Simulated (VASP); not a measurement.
A run of VASP 6.6.1 is set up as follows.

Contents of INCAR:

```
  ALGO = Normal
  EDIFF = 1E-6
  ENCUT = 520
  GGA = PE
  ISIF = 2
  ISMEAR = -1
  LASPH = True
  LCHARG = False
  LREAL = False
  LWAVE = False
  NBANDS = 24
  NELM = 100
  PREC = Accurate
  SIGMA = 0.02
```

KPOINTS

```
k-points
0
Gamma
  6 6 4
```

POSCAR

```
KCl
1.0
    5.5821324203      0.0000000000      0.0000000000
   -2.7910662101      4.8342684833      0.0000000000
    0.0000000000      0.0000000000      6.1775118346
K Cl
2 2
Direct
    0.3333333333      0.6666666667     -0.0625000000
    0.6666666667      0.3333333333      0.4375000000
    0.3333333333      0.6666666667      0.4375000000
    0.6666666667      0.3333333333      0.9375000000
```

Potentials or basis: VASP PAW PBE potentials, release 64 (K_sv, Cl).

Command:

```console
$ cat potpaw_PBE.64/K_sv/POTCAR potpaw_PBE.64/Cl/POTCAR > POTCAR
$ mpirun -np 1 vasp_std > vasp.out
```

Problem. What does it give for the pressure?

Solution. -0.3 GPa.

Problem. Predict the band gap on the k mesh.

Solution. 4.61 eV, direct.

Stress tensor (GPa, compression positive):
```
-0.74  0.00  0.00
 0.00 -0.74  0.00
 0.00  0.00  0.49
```

A k mesh can miss the band edges.
